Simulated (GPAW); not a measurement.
The system is Mg.

```
Mg
1.0
     3.20930    0.00000    0.00000
    -1.60465    2.77934    0.00000
     0.00000    0.00000    5.21030
Mg
2
Direct
  0.66667 0.33333 0.75000
  0.33333 0.66667 0.25000
```

```yaml
Program: GPAW 26.7.0
Task: relaxation of cell and atoms
Functional: RPBE
Potentials_or_basis: the program's PAW data sets (release 1.2.1) made for this functional
Cutoff: 800 eV
Basis: pw
k_mesh: 10 × 10 × 5
Occupations: fermi-dirac, width 0.05 eV
Spin: no spin polarisation
```

At the start: pressure 0.6 GPa; volume 23.24 Å³/atom.

How do energy, volume and symmetry change on relaxing?

Over 6 steps the energy falls by 3.9 meV/atom and the volume is 23.66 Å³/atom (+1.8 %); space group P6_3/mmc (No. 194, to 0.05 Å).

The path:
| step | energy change (eV) | largest force (eV/Å) | pressure (GPa) | volume (Å³) |
| --- | --- | --- | --- | --- |
| 1 | 0.0000 | 0.0000 | 0.65 | 46.47 |
| 2 | -0.0006 | 0.0000 | 0.58 | 46.57 |
| 3 | -0.0058 | 0.0000 | -0.40 | 47.95 |
| 4 | -0.0061 | 0.0000 | -0.31 | 47.81 |
| 5 | -0.0072 | 0.0000 | -0.03 | 47.43 |
| 6 | -0.0078 | 0.0000 | 0.05 | 47.32 |

Final structure:
```
CELL_PARAMETERS angstrom
3.19859 0.00000 0.00000
-1.59930 2.77006 0.00000
0.00000 0.00000 5.34072
ATOMIC_POSITIONS crystal
Mg 0.66667 0.33333 0.75000
Mg 0.33333 0.66667 0.25000
```

Caveat: later steps reuse the first step's grids.
